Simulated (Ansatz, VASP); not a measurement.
# MgI2 in VASP and in Ansatz

```
Mg I
1.0
     4.18464    0.00000    0.00000
    -2.09232    3.62401    0.00000
     0.00000    0.00000    7.76984
Mg I
1 2
Cartesian
  0.0000 0.0000 0.0000
  0.0000 2.4160 6.1061
  2.0923 1.2080 1.6638
```

Alike in both runs: task single point; functional PBE; k mesh 6 × 6 × 4; occupations gaussian, width 0.05 eV; no spin polarisation.

```csv
,VASP,Ansatz
version,VASP 6.6.1,Ansatz 0.2.0
potentials or method,"VASP PAW PBE potentials, release 64 (Mg, I)","scalar-relativistic, plane waves, PAW"
plane-wave cutoff (eV),520,520
valence electrons in the cell,16,44
```

```tsv
	VASP	Ansatz	Ansatz less VASP
gap on the k mesh at the Fermi level (eV)	3.63	3.64	+0.017
least direct gap on the mesh (eV)	3.77	3.78	+0.014
pressure (GPa)	0.4	0.4	+0.05
rms of the force components (eV/Å)	0.033	0.038	+0.0047
```

Atom by atom the forces differ by 0.005 eV/Å (rms over components). The functional is the same, so the differences come from potentials, cutoffs and numerics. The two sets of potentials don't hold the same shells in valence.

Caveats: spin-orbit coupling is left out, which moves the levels of the heavy elements; this functional lacks dispersion, which binds the layers, so the pressure and a relaxed spacing across them are unreliable. A k mesh can miss the band edges.
